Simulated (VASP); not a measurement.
Input of a VASP 6.6.1 run:

INCAR

```
PREC = Accurate
ENCUT = 300
EDIFF = 1E-7
ISMEAR = 1
SIGMA = 0.1
LREAL = False
LASPH = True
NELM = 80
ALGO = Normal
ISIF = 4
LWAVE = False
LCHARG = False
GGA = PE
IBRION = 2
NSW = 40
EDIFFG = -0.01
```

The input KPOINTS:

```
regular mesh
0
Gamma
  8 8 4
```

POSCAR

```
Zr                                      
1.0
    3.1899452481      0.0000000000      0.0000000000
   -1.5949726241      2.7625736216      0.0000000000
    0.0000000000      0.0000000000      5.0815153217
  Zr            
     2
Direct
     0.3333333332999970    0.6666666667000030    0.2500000000000000
     0.6666666667000030    0.3333333332999970    0.7500000000000000
```

Potentials or basis: VASP PAW PBE potentials, release 64 (Zr_sv).

Launch:

```console
$ cat potpaw_PBE.64/Zr_sv/POTCAR > POTCAR
$ mpirun -np 1 vasp_std > vasp.out
```

(1) What does it give for the band gap on the k mesh?

(2) What does it give for the energy gained by relaxing?

Answers

(1) none (metal or under the smearing width).

(2) 0.0 meV/atom.
